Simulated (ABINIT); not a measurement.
Input of an ABINIT 10.8.3 (patched build) run:

Contents of run.abi:

```
# Pseudopotentials
pp_dirpath "./"
pseudos "C.upf"

# Structure
acell 3*1.0 Angstrom
rprim
     0.0000000000     1.7833700000     1.7833700000
     1.7833700000     0.0000000000     1.7833700000
     1.7833700000     1.7833700000     0.0000000000
ntypat 1
znucl 6
natom 2
typat 1 1
xred
     0.7500000000     0.7500000000     0.7500000000
     0.5000000000     0.5000000000     0.5000000000

# Plane-wave basis
ecut 31.0

# k points
kptopt 1
ngkpt 10 10 10
nshiftk 1
shiftk 0.0 0.0 0.0

# Exchange and correlation
ixc 11

# Bands and occupations
nband 8
occopt 3
tsmear 0.00183747

# SCF cycle
nstep 100
tolvrs 1.0e-10

# Output
iomode 3
prtwf 0
prteig 0
prtebands 0
prtden 1
prtvha 1
prtvclmb 1
prtpot 1
prtelf 1
```

Potentials or basis: PseudoDojo NC SR PBE v0.4.1 standard.

The run is started by

```bash
$ abinit run.abi > log 2>&1
```

Task: Estimate the band gap on the k mesh.

Result: 4.22 eV, indirect (least direct gap 5.63 eV).

 Expect the measured gap to be larger: semilocal functionals such as PBE lack the derivative discontinuity.
